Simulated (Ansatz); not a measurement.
# A defect in a wire: Ir wire along [110], 4 atoms a period, Pt in place of one Ir

Aim: how much does this defect scatter, and at which energies?

Calculated with Ansatz 0.2.0; DFT PBE, plane waves, PAW; relaxation of a wire's period, in the first sound run; inputs show where later runs differ.

### 1. Starting point

The cell holds 4 atoms: 4 Ir. Its edges and angles: a = 10.670 Å, b = 9.537 Å, c = 2.737 Å, α = 90.0°, β = 90.0°, γ = 90.0°. Vacuum lies along a and b. The structure's axis is c.

### 2. Relaxation of atoms and period

Band widths follow the bond lengths, so the wire is relaxed first. The atoms and the third cell vector are free; the box across stays fixed as vacuum. Moments are seeded so that a magnetic state can form if it lies lower. A Fermi-Dirac smearing is set since the result may be a metal. The pressure printed is a third of the stress's trace over the whole box, vacuum included; only the stress along the axis is relaxed.

Contents of input.yaml:

```yaml
crystal:
  lattice:
    - [10.67, 0.0, 0.0]
    - [0.0, 9.537, 0.0]
    - [0.0, 0.0, 2.7365032432]
  atoms:
    - { symbol: Ir, position: [0.318650422, 0.499973956, 0.0], spin: 0.8 }
    - { symbol: Ir, position: [0.681349578, 0.499973956, 0.0], spin: 0.8 }
    - { symbol: Ir, position: [0.5, 0.356506239, 0.5], spin: 0.8 }
    - { symbol: Ir, position: [0.5, 0.643441674, 0.5], spin: 0.8 }
magnetization:
  spin_polarized: true
kpoints:
  mp_grid: { grid: [1, 1, 30] }
scf:
  occupations: { method: fermi_dirac, width: 0.05 }
hamiltonian:
  xc: pbe
relax:
  cell: { fix: [a, b, alpha, beta, gamma] }
  max_steps: 60
```

Started as:

```
> ansatz run input.yaml --threads 4 --pin off --max-ram 16384MiB --backend cpu --events-out ev --progress --plain --runs-dir out
```

Numbers of over 12 decimals in the logs are rounded to 6 here.

Log:

```text
Engine: ansatz 0.2.0, aarch64-unknown-linux-gnu
Pseudopotentials: kind: paw
Pseudopotential: Ir, paw, valence charge 17, recommended cutoff 420 eV (normal), Ir.paw.azcp
Functional definition: PBE
  parameter kappa = 0.804
  parameter beta = 0.066725
  exchange = pbe_x(kappa = kappa, mu = beta*pi^2/3)
  correlation = pbe_c(beta = beta)
Crystal: 4 atoms, lattice volume = 278.466 Å³
Basis set: ecut = 420 eV, 5469 PW (Γ), exchange–correlation on 144×128×40 points (8 copies of the dense FFT grid, shifted against one another)
Bands: 43, of which v1, the nominal top of the filled ones, is band 34 counted from 1 (33 counted from 0)
Symmetry: 8 space group operations
Space group: Pmmm (ITA 47), of the structure as read, at distance tolerance 6.5e-5 Å
Magnetic group: BNS 47.249 (UNI 347), of the structure as read, at distance tolerance 6.5e-5 Å
k-points: 16 of 30
Non-local potential: Ir, projectors of the file, l = 0: 3, l = 1: 2, l = 2: 2, l = 3: 1
PAW form: soft (Blöchl's): semilocal exchange-correlation on the pseudo side does not see the compensation charge
PAW one-centre angular grid: Ir, 590 points (default); XC on 64 Gauss nodes
Initial density: superposition of atomic densities (neutral atoms: chi_scale 0, normalization atom)
Starting moments: Σ|m| = 3.2 μB on 4 of 4 sites
Initial wavefunctions: pseudopotential atomic-orbital guess
Functional: x = pbe(κ = 0.804, μ = 0.219515), c = pbe(β = 0.066725)
SCF iter   1: F=—  HF=-47731.970555 eV  |F-HF|=—  |Δ(HF+E_count)|=         —  Δρ=1.38e-2 (↑1.05e-2 ↓1.38e-2)  dr2=3.70e0  dr2_m=6.98e-2  M=2.663 μB ∫|m|=2.677 μB  β_m=0.30  ethr=3.10e-3  ⟨swp⟩=8.4  Hψ=6025  notcnv=0  defer=1
Mixer restart at iter 1: flushing history
preconditioner: auto → LDOS  [metal: Δε(μ)=0.025 eV  Ē_g=5.193 eV  σ=0.050 eV  W_gap=0.13  n_scr=36 (ndim 8)  ℏωp=13.4 eV  f_vac=0.612  D(μ)=10.39/eV (n_scr^D=72)]
spin=Collinear: LDOS preconditioning applied to the charge; magnetization (m = ρ↑ − ρ↓) channel mixes plain (no charge-response kernel on spin).
SCF iter   2: F=—  HF=-47731.865465 eV  |F-HF|=—  |Δ(HF+E_count)|=   1.05e-1  Δρ=8.16e-3 (↑6.97e-3 ↓8.16e-3)  dr2=5.12e-1  dr2_m=4.35e-2  M=2.539 μB ∫|m|=2.568 μB  β_m=0.37  ethr=3.10e-3  ⟨swp⟩=2.2  Hψ=2462  notcnv=0  defer=26
SCF iter   3: F=—  HF=-47732.246585 eV  |F-HF|=—  |Δ(HF+E_count)|=   3.81e-1  Δρ=4.58e-3 (↑4.55e-3 ↓4.58e-3)  dr2=9.02e-2  dr2_m=2.11e-2  M=2.420 μB ∫|m|=2.469 μB  β_m=0.63  ethr=7.53e-4  ⟨swp⟩=2.5  Hψ=2126  notcnv=0  defer=26
SCF iter   4: F=—  HF=-47732.518832 eV  |F-HF|=—  |Δ(HF+E_count)|=         —  Δρ=4.87e-3 (↑4.87e-3 ↓4.67e-3)  dr2=1.16e-2  dr2_m=5.28e-2  M=1.714 μB ∫|m|=1.793 μB  β_m=0.63  ethr=1.33e-4  ⟨swp⟩=3.2  Hψ=2409  notcnv=0  defer=27
SCF iter   5: F=—  HF=-47732.519874 eV  |F-HF|=—  |Δ(HF+E_count)|=   1.04e-3  Δρ=2.64e-3 (↑2.54e-3 ↓2.64e-3)  dr2=2.68e-3  dr2_m=1.59e-2  M=1.598 μB ∫|m|=1.668 μB  β_m=0.81  ethr=1.70e-5  ⟨swp⟩=2.4  Hψ=2429  notcnv=0  defer=27
SCF iter   6: F=—  HF=-47732.525068 eV  |F-HF|=—  |Δ(HF+E_count)|=   5.19e-3  Δρ=8.07e-4 (↑8.07e-4 ↓6.77e-4)  dr2=7.78e-4  dr2_m=1.24e-3  M=1.400 μB ∫|m|=1.452 μB  β_m=0.86  ethr=3.94e-6  ⟨swp⟩=2.5  Hψ=3089  notcnv=0  defer=29
SCF iter   7: F=—  HF=-47732.526154 eV  |F-HF|=—  |Δ(HF+E_count)|=   1.09e-3  Δρ=2.72e-4 (↑2.49e-4 ↓2.72e-4)  dr2=6.37e-5  dr2_m=1.60e-4  M=1.344 μB ∫|m|=1.387 μB  β_m=0.93  ethr=1.14e-6  ⟨swp⟩=2.8  Hψ=2924  notcnv=0  defer=29
SCF iter   8: F=—  HF=-47732.526612 eV  |F-HF|=—  |Δ(HF+E_count)|=   4.58e-4  Δρ=9.00e-5 (↑7.10e-5 ↓9.00e-5)  dr2=1.81e-5  dr2_m=1.25e-5  M=1.298 μB ∫|m|=1.336 μB  β_m=0.93  ethr=9.37e-8  ⟨swp⟩=3.0  Hψ=3125  notcnv=0  defer=29
SCF iter   9: F=—  HF=-47732.526620 eV  |F-HF|=—  |Δ(HF+E_count)|=   8.86e-6  Δρ=4.78e-5 (↑4.78e-5 ↓3.20e-5)  dr2=2.43e-6  dr2_m=3.59e-6  M=1.296 μB ∫|m|=1.334 μB  β_m=0.96  ethr=2.66e-8  ⟨swp⟩=2.5  Hψ=2832  notcnv=0  defer=29
SCF iter  10: F=—  HF=-47732.526627 eV  |F-HF|=—  |Δ(HF+E_count)|=   6.10e-6  Δρ=2.06e-5 (↑1.84e-5 ↓2.06e-5)  dr2=6.58e-7  dr2_m=8.81e-7  M=1.296 μB ∫|m|=1.334 μB  β_m=0.98  ethr=3.57e-9  ⟨swp⟩=2.5  Hψ=2620  notcnv=0  defer=29
SCF iter  11: F=—  HF=-47732.526628 eV  |F-HF|=—  |Δ(HF+E_count)|=   1.19e-6  Δρ=1.27e-5 (↑1.27e-5 ↓1.24e-5)  dr2=4.44e-7  dr2_m=3.20e-7  M=1.296 μB ∫|m|=1.335 μB  β_m=0.99  ethr=9.68e-10  ⟨swp⟩=2.6  Hψ=2654  notcnv=0  defer=29
SCF iter  12: F=—  HF=-47732.526628 eV  |F-HF|=—  |Δ(HF+E_count)|=   3.75e-7  Δρ=8.06e-6 (↑8.06e-6 ↓4.90e-6)  dr2=4.92e-7  dr2_m=6.24e-8  M=1.298 μB ∫|m|=1.336 μB  β_m=0.87  ethr=6.53e-10  ⟨swp⟩=2.5  Hψ=2927  notcnv=0  defer=29
SCF iter  13: F=—  HF=-47732.526628 eV  |F-HF|=—  |Δ(HF+E_count)|=   1.91e-8  Δρ=3.77e-6 (↑3.24e-6 ↓3.77e-6)  dr2=9.26e-8  dr2_m=2.33e-8  M=1.298 μB ∫|m|=1.337 μB  β_m=0.88  ethr=6.53e-10  ⟨swp⟩=2.3  Hψ=2443  notcnv=0  defer=29
SCF iter  14: F=—  HF=-47732.526628 eV  |F-HF|=—  |Δ(HF+E_count)|=   1.49e-8  Δρ=1.45e-6 (↑1.09e-6 ↓1.45e-6)  dr2=9.95e-9  dr2_m=2.42e-9  M=1.299 μB ∫|m|=1.338 μB  β_m=0.83  ethr=1.36e-10  ⟨swp⟩=2.3  Hψ=2263  notcnv=0  defer=29
SCF iter  15: F=-47732.526628 eV  HF=-47732.526628 eV  |F-HF|=1.65e-9  |Δ(HF+E_count)|=   2.11e-9  Δρ=5.23e-7 (↑5.23e-7 ↓3.81e-7)  dr2=2.41e-9  dr2_m=1.05e-10  M=1.299 μB ∫|m|=1.338 μB  ethr=1.46e-11  ⟨swp⟩=1.3  Hψ=4616  notcnv=0
SCF 1 converged in 15 iterations: F = -47732.526628 eV  dr2 = 2.41e-9
  greatest PAW one-centre occupation: 1.000 electrons in one spin orbital (limit 2), on the Ir atom at site 3 (counted from 0), in its partial waves of l = 0
relax step   1: F+E_penalty+E_count = -47732.52662812 eV  Δ(F+E_penalty+E_count) = +0.000e0 eV  max|allowed force component| = 2.633e0 eV/Å  Δτ_max = 0.0000 Å  P = -6.335 GPa  Ω = 278.466 Å³  fix = [a, b, alpha, beta, gamma]  reactions: a -5.565, b -4.055 GPa  (15 SCF iters, dr2 threshold 1.00e-7 eV, accepted)
Crystal: 4 atoms, lattice volume = 267.440 Å³
Basis set: ecut = 420 eV, 5285 PW (Γ), exchange–correlation on 144×128×40 points (8 copies of the dense FFT grid, shifted against one another)
Initial density: handed on by an earlier stage of this run
Starting moments: Σ|m| = 3.2 μB on 4 of 4 sites; this step starts from the density that it was given
Initial wavefunctions: those handed on with the density
iter 1 solved again at ethr=6.65e-4 eV; its pass at ethr=3.10e-3 eV (dr2=4.52e-1 eV) is discarded
SCF iter   1: F=—  HF=-47732.983415 eV  |F-HF|=—  |Δ(HF+E_count)|=         —  Δρ=1.60e-2 (↑1.60e-2 ↓1.17e-2)  dr2=4.61e-1  dr2_m=2.81e-1  M=0.145 μB ∫|m|=0.226 μB  β_m=0.30  ethr=6.65e-4  ⟨swp⟩=1.2  Hψ=7113  notcnv=0
[...]
relax step   4: F+E_penalty+E_count = -47733.57733949 eV  Δ(F+E_penalty+E_count) = -1.088e-1 eV  max|allowed force component| = 3.124e-1 eV/Å  Δτ_max = 0.0847 Å  P = -0.438 GPa  Ω = 264.493 Å³  energy of the carried Pulay correction = +1.370e-3 eV  fix = [a, b, alpha, beta, gamma]  reactions: a -0.037, b -0.364 GPa  (11 SCF iters, dr2 threshold 4.00e-7 eV, accepted)
[...]
relax step   5: F+E_penalty+E_count = -47733.58666458 eV  Δ(F+E_penalty+E_count) = -9.325e-3 eV  max|allowed force component| = 6.876e-2 eV/Å  Δτ_max = 0.0191 Å  P = +0.036 GPa  Ω = 262.838 Å³  energy of the carried Pulay correction = +1.537e-3 eV  fix = [a, b, alpha, beta, gamma]  reactions: a +0.002, b +0.215 GPa  (9 SCF iters, dr2 threshold 4.00e-7 eV, accepted)
[...]
relax step   6: F+E_penalty+E_count = -47733.58695024 eV  Δ(F+E_penalty+E_count) = -2.857e-4 eV  max|allowed force component| = 9.154e-3 eV/Å  Δτ_max = 0.0034 Å  P = +0.057 GPa  Ω = 262.649 Å³  energy of the carried Pulay correction = +1.556e-3 eV  fix = [a, b, alpha, beta, gamma]  reactions: a +0.042, b +0.104 GPa  (7 SCF iters, dr2 threshold 2.96e-7 eV, accepted)
Basis set: ecut = 420 eV, 5161 PW (Γ), exchange–correlation on 144×128×36 points (8 copies of the dense FFT grid, shifted against one another)
Initial wavefunctions: pseudopotential atomic-orbital guess (no wavefunctions were taken with the density)
iter 1 solved again at ethr=1.14e-6 eV; its pass at ethr=3.10e-3 eV (dr2=7.77e-4 eV) is discarded
SCF iter   1: F=—  HF=-47733.583947 eV  |F-HF|=—  |Δ(HF+E_count)|=         —  Δρ=6.91e-5 (↑6.91e-5 ↓6.91e-5)  dr2=1.40e-5  dr2_m=8.45e-11  M=-0.000 μB ∫|m|=0.000 μB  β_m=0.65  ethr=1.14e-6  ⟨swp⟩=3.6  Hψ=10242  notcnv=0
preconditioner: auto → LDOS  [metal: Δε(μ)=0.035 eV  Ē_g=5.923 eV  σ=0.050 eV  W_gap=0.17  n_scr=20 (ndim 8)  ℏωp=13.7 eV  f_vac=0.633  D(μ)=5.12/eV (n_scr^D=26)]
spin=Collinear: LDOS preconditioning applied to the charge; magnetization (m = ρ↑ − ρ↓) channel mixes plain (no charge-response kernel on spin).
SCF iter   2: F=—  HF=-47733.584289 eV  |F-HF|=—  |Δ(HF+E_count)|=   3.42e-4  Δρ=2.20e-5 (↑2.20e-5 ↓2.20e-5)  dr2=9.68e-7  dr2_m=3.62e-11  M=-0.000 μB ∫|m|=0.000 μB  β_m=0.54  ethr=2.06e-8  ⟨swp⟩=2.7  Hψ=2838  notcnv=0
SCF iter   3: F=—  HF=-47733.584290 eV  |F-HF|=—  |Δ(HF+E_count)|=   1.62e-6  Δρ=7.42e-6 (↑7.42e-6 ↓7.41e-6)  dr2=2.62e-7  dr2_m=1.56e-11  M=-0.000 μB ∫|m|=0.000 μB  β_m=0.57  ethr=1.42e-9  ⟨swp⟩=2.2  Hψ=2214  notcnv=0
SCF iter   4: F=—  HF=-47733.584290 eV  |F-HF|=—  |Δ(HF+E_count)|=   2.57e-7  Δρ=2.22e-6 (↑2.22e-6 ↓2.19e-6)  dr2=3.63e-8  dr2_m=5.71e-12  M=-0.000 μB ∫|m|=0.000 μB  β_m=0.58  ethr=3.85e-10  ⟨swp⟩=2.1  Hψ=1953  notcnv=0
SCF iter   5: F=—  HF=-47733.584290 eV  |F-HF|=—  |Δ(HF+E_count)|=   1.78e-8  Δρ=1.01e-6 (↑1.01e-6 ↓9.83e-7)  dr2=1.42e-8  dr2_m=2.75e-12  M=-0.000 μB ∫|m|=0.000 μB  β_m=0.64  ethr=5.34e-11  ⟨swp⟩=3.3  Hψ=2741  notcnv=0
SCF iter   6: F=—  HF=-47733.584290 eV  |F-HF|=—  |Δ(HF+E_count)|=   6.85e-9  Δρ=4.89e-7 (↑4.89e-7 ↓4.70e-7)  dr2=3.08e-9  dr2_m=8.64e-13  M=-0.000 μB ∫|m|=0.000 μB  β_m=0.72  ethr=2.09e-11  ⟨swp⟩=1.7  Hψ=1575  notcnv=0
SCF iter   7: F=—  HF=-47733.584290 eV  |F-HF|=—  |Δ(HF+E_count)|=   2.90e-9  Δρ=9.50e-8 (↑9.50e-8 ↓8.78e-8)  dr2=1.46e-10  dr2_m=1.83e-13  M=-0.000 μB ∫|m|=0.000 μB  β_m=0.81  ethr=4.53e-12  ⟨swp⟩=2.0  Hψ=1896  notcnv=0
SCF iter   8: F=-47733.584290 eV  HF=-47733.584290 eV  |F-HF|=4.37e-11  |Δ(HF+E_count)|=    0.00e0  Δρ=1.89e-8 (↑1.89e-8 ↓1.69e-8)  dr2=4.98e-12  dr2_m=2.72e-14  M=-0.000 μB ∫|m|=0.000 μB  ethr=1.00e-12  ⟨swp⟩=3.9  Hψ=5337  notcnv=0
the starting moments were not kept: the SCF closed with an absolute magnetisation of 8.1e-7 μB, where they sum to 3.2 μB in size (4 sites). That is at most 0.1 of that sum. Measured as dr2_m measures the in/out step, that magnetisation stands 4.2e-14 eV from none, at or under the dr2_threshold of 4.0e-11 eV: it is no larger than a step whose dr2_m would equal this threshold.
SCF 7 converged in 8 iterations: F = -47733.584290 eV  dr2 = 4.98e-12
relax step   7: F+E_penalty+E_count = -47733.58429048 eV  Δ(F+E_penalty+E_count) = +2.660e-3 eV  max|allowed force component| = 9.651e-3 eV/Å  Δτ_max = 0.0000 Å  P = +0.067 GPa  Ω = 262.649 Å³  fix = [a, b, alpha, beta, gamma]  reactions: a +0.050, b +0.110 GPa  stress off target by 4.08e-2 GPa on what of the cell is left free  SCF on the basis re-selected at this cell (its energy is not comparable with the rows above)  (8 SCF iters)
basis re-selected at this cell: Δ(F+E_penalty+E_count) = +2.660e-3 eV, ΔP = +0.010 GPa vs the last step (what re-selecting the basis moved, of the pressure what is left beyond the Pulay correction that the steps carried, after the strain that the cell walked since its last selection, with what the two solves' SCF thresholds leave and, on support functions, any second-order correction that the steps lacked; it is no measure of the basis error at this ecutwfc). The dense FFT grid was sized anew with the basis: this SCF ran on 72×64×18 points, the steps before it on 72×64×20, so part of this shift can come from that change (see relax.cell in the input reference). [rest of the remark cut]
SCF converged after 8 iterations
Magnetization: -0.0000 μB (34.0000 up, 34.0000 down)
Absolute magnetization: 0.0000 μB (∫|ρ↑−ρ↓|, with the PAW one-centre terms)
Spin contamination: 0.0000 ħ² per cell (⟨S²⟩ above its minimum at these occupations)
Per-site moments (μB) at R_I (Å): [(-1.0217890996775599e-7, 1.064690), (-1.0217890996002252e-7, 1.064690), (-8.920088116595734e-8, 1.026546), (-8.920088110695416e-8, 1.026546)]
Free energy (F): -47733.584290 eV
Harris-Foulkes:  -47733.584290 eV  (|F-HF|=4.37e-11)
Internal energy: -47733.539453 eV  (E = F + TS)
E sigma→0 (E₀):  -47733.561872 eV
Entropy (-TS):   -0.044838 eV (-11.209 meV/atom)
Fermi energy:    1.592122 eV
--- Per-component energies (eV) ---
  E_band       = -1933.905251
  E_kinetic    = 2484.241388
  E_local      = -28935.028415  (includes V_loc(G=0)·N_el)
  E_nonlocal   = 297.510671
  E_hartree    = 13168.709709
  E_xc         = -1062.847235
  E_vxc        = -1187.702398  (∫ρ·V_xc dr)
  E_paw        = -36895.519355  (= ΣΔE_a)
  E_vpaw       = -930.345899  (= ΣTr[D̂ρ^β])
  E_aug_tail   = 0.000269  (compensation charges beyond the density's cutoff)
  E_ewald      = 3209.393516
  E_smearing   = -0.044838  (= −TS)
  E_closure    = 0.000000  (closes the sum)
  Σ components = -47733.584290   (vs F -47733.584290, Δ=0.00e0)
--- Forces (eV/Å), atoms counted from 1 ---
  atom   1  Ir    -0.00965120    -0.00000000     0.00000000
  atom   2  Ir     0.00965120     0.00000000    -0.00000000
  atom   3  Ir     0.00000000     0.00406312     0.00000000
  atom   4  Ir     0.00000000    -0.00406312    -0.00000000
  max |Σ_I F_I| component: 1.73e-18 eV/Å
--- Stress (GPa, compression-positive) ---
        0.050413       0.000000       0.000000
        0.000000       0.109765       0.000000
        0.000000       0.000000       0.040813
  P = ⅓ Tr σ = 0.0670 GPa (0.670 kbar)
--- Relaxed structure (6 steps of the walk, 6 accepted, 1 SCFs on fresh bases) ---
  F+E_penalty+E_count = -47733.58429048 eV   max|allowed force component| = 9.651e-3 eV/Å   (the final SCF, on the basis selected at the relaxed cell)
  cell:  # Å, volume = 262.6489 Å³
    - [10.67, 0.0, 0.0]
    - [0.0, 9.537, 0.0]
    - [0.0, 0.0, 2.581068]
  atoms:
    - { symbol: Ir, position: [0.322747, 0.499974, 0.0] }
    - { symbol: Ir, position: [0.677253, 0.499974, 0.0] }
    - { symbol: Ir, position: [0.500000, 0.369503, 0.500000] }
    - { symbol: Ir, position: [0.500000, 0.630445, 0.500000] }
```

The job ended after 59 s (4 threads of Arm Neoverse V1, shared host; peak memory 0.77 GiB).

Step by step:

| step | energy less that of the first step (eV) | largest force component (eV/Å) | pressure (GPa) | volume (Å³) |
| --- | --- | --- | --- | --- |
| 1 | 0.0000 | 2.6331 | -6.33 | 278.47 |
| 2 | -0.4385 | 3.7561 | 5.16 | 267.44 |
| 3 | -0.9419 | 1.3191 | 1.86 | 263.42 |
| 4 | -1.0507 | 0.3124 | -0.44 | 264.49 |
| 5 | -1.0600 | 0.0688 | 0.04 | 262.84 |
| 6 | -1.0603 | 0.0092 | 0.06 | 262.65 |
| 7* | -1.0577 | 0.0097 | 0.07 | 262.65 |

Relaxation steps marked * repeat the geometry before them on a plane-wave basis chosen anew for their cell, so energy and pressure can jump there.

The run keeps the 8 symmetry operations that it works with, so distortions that break them were not tested.

| cell as run | before | after | change |
| --- | --- | --- | --- |
| c (Å) | 2.737 | 2.581 | -5.7 % |

The atoms that moved most (Å, along periodic axes as changes of fractional coordinates times the final cell, across vacuum about the mean position):

| atom | dx | dy | dz | length |
| --- | --- | --- | --- | --- |
| Ir4 | 0.000 | -0.124 | 0.000 | 0.124 |
| Ir3 | 0.000 | 0.124 | 0.000 | 0.124 |
| Ir1 | 0.044 | 0.000 | 0.000 | 0.044 |
| Ir2 | -0.044 | 0.000 | 0.000 | 0.044 |

This step gave:

```yaml
energy_at_zero_smearing: -47733.5619 eV
cell_length_along_the_wire: 2.581 Å
```

The cell's length comes to 2.581 Å with no moment.

[end of part 1 of 3]

[Logs are printed without paths, hosts, clocks, repeated set-up lines and the standing remarks that a program may print on its own settings, such as how far it seeks lower states.]

[Hosts, paths, dates, database ids (printed as entryN), source tags and the programs' standing remarks are cut or masked in the printed files.]
